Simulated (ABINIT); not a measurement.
Crystal: CuO.

```
CELL_PARAMETERS angstrom
2.83633 0.00000 0.00000
-1.41816 2.45633 0.00000
0.00000 0.00000 2.76811
ATOMIC_POSITIONS crystal
Cu 0.00000 0.00000 0.00000
O 0.66667 0.33333 0.50000
```

Measurements of this composition are mostly on another form, of space group No. 15.

* Program: ABINIT 10.8.3 (patched build)
* Task: relaxation of cell and atoms
* Functional: PBEsol
* Potentials or basis: JTH PAW PBE v2.0
* Cutoff: 707 eV
* k mesh: 8 × 8 × 8
* Occupations: fermi-dirac, width 0.05 eV
* Spin: no spin polarisation

At the start: pressure -9.1 GPa; volume 9.64 Å³/atom.

How do energy, volume and symmetry change on relaxing?

Over 6 steps the energy falls by 22.1 meV/atom and the volume is 9.22 Å³/atom (-4.4 %); space group P-6m2 (No. 187, to 0.05 Å).

The path:
| step | energy change (eV) | largest force (eV/Å) | pressure (GPa) | volume (Å³) |
| --- | --- | --- | --- | --- |
| 1 | 0.0000 | 0.0000 | -9.05 | 19.29 |
| 2 | -0.0311 | 0.0000 | -4.11 | 18.76 |
| 3 | -0.0421 | 0.0000 | 1.43 | 18.27 |
| 4 | -0.0431 | 0.0000 | 0.89 | 18.33 |
| 5 | -0.0442 | 0.0000 | 0.03 | 18.44 |
| 6 | -0.0442 | 0.0000 | 0.00 | 18.44 |

Final structure:
```xyz
2
Lattice="2.8335 0.0000 0.0000 -1.4168 2.4539 0.0000 0.0000 0.0000 2.6527" Properties=species:S:1:pos:R:3 pbc="T T T"
Cu    0.0000    0.0000    0.0000
O     1.4168    0.8180    1.3263
```

Caveat: the PAW data sets were made with another functional, which shifts forces and pressure a little; an odd number of electrons without spin polarisation forces a metal; a magnetic or distorted state may lie lower; the run has no spin polarisation, though such a crystal can be magnetic.
